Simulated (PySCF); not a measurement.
# CH4N2O (urea): the cost of one run

Computed with PySCF 2.14.0, with density-fitted response routines of our own, on a single molecule in the gas phase. Atoms count from 0, in the outputs and in this text.

## Step 1: The starting structure

8 atoms, charge 0, multiplicity 1; geometry from: MMFF94s. The atoms were then displaced at random by about 0.03 Å, so the start is not that level's minimum.

Bonds of the start (Å): N0–C1 1.44, C1–N2 1.39, C1–O3 1.28, N0–H4 0.97, N0–H5 0.98, N2–H6 0.94, N2–H7 0.96.

## Step 2: Relaxing the molecule at PBE0-D3(BJ)/def2-SVP

Job settings and geometry (Å):

```
{"job": {"xc": "PBE0", "basis": "def2-SVP", "d3": "d3bj", "grid": 1, "shake": 0.03, "kind": "geom"}, "charge": 0, "multiplicity": 1}
N      0.960220    -0.359560     0.687630
C      0.151440     0.440100    -0.189530
N     -1.093840    -0.085580    -0.500810
O      0.660060     1.515800    -0.664680
H      0.570100    -1.172970     1.033180
H      1.799710     0.082720     0.923530
H     -1.597070     0.425630    -1.114220
H     -1.312390    -0.931790    -0.103320
```

Command:

```console
OMP_NUM_THREADS=1 python probes_run.py task.json out
```

The driver reads the jobs from task.json and runs them one after another.

Q: Estimate the wall time and peak memory of this first job on 1 thread of Arm Neoverse N1, shared host.

About 41 s, with a peak of 0.31 GiB.
